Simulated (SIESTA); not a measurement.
**Ag under changes of volume**

One of the cells (17.048 Å³/atom); the others are scaled copies at fixed shape and fractional positions:

```xyz
1
Lattice="0.0000 2.0427 2.0427 2.0427 0.0000 2.0427 2.0427 2.0427 0.0000" Properties=species:S:1:pos:R:3 pbc="T T T"
Ag    0.0000    0.0000    0.0000
```

* Program: SIESTA 5.4.2
* Functional: PBE
* Potentials or basis: PseudoDojo 0.4 standard (PBE files)
* Basis: SZ (energy shift 0.002 Ry)
* Grid cutoff: 800 Ry
* Energy shift: 0.002 Ry
* k mesh: 11 × 11 × 11
* Occupations: fermi-dirac, width 0.05 eV
* Spin: no spin polarisation

```csv
volume (Å³/atom),energy over the lowest point (meV/atom),pressure (GPa)
16.025,?,?
16.366,245.20,32.3
16.707,181.00,28.1
17.048,125.62,24.3
17.389,77.36,21.1
17.730,35.65,18.2
18.071,0.00,15.4
```

Problem. What does the run at 16.025 Å³/atom give?

Solution. Energy over the lowest point 318.57 meV/atom; pressure 36.8 GPa.

Worked out: A Birch-Murnaghan fit of order 3 (a polynomial in V^(-2/3)) to the other rows has no minimum within the range. It gives 318.76 meV/atom at 16.025 Å³/atom, against the run's 318.57, and -dE/dV = 37.0 GPa, against 36.8.

Energies are extrapolated to zero smearing.

Caveats: the basis has no polarisation orbitals; short orbitals over semicore shells can move pressures by several GPa; the basis of atomic orbitals isn't converged, which shifts pressures, moduli and gaps.
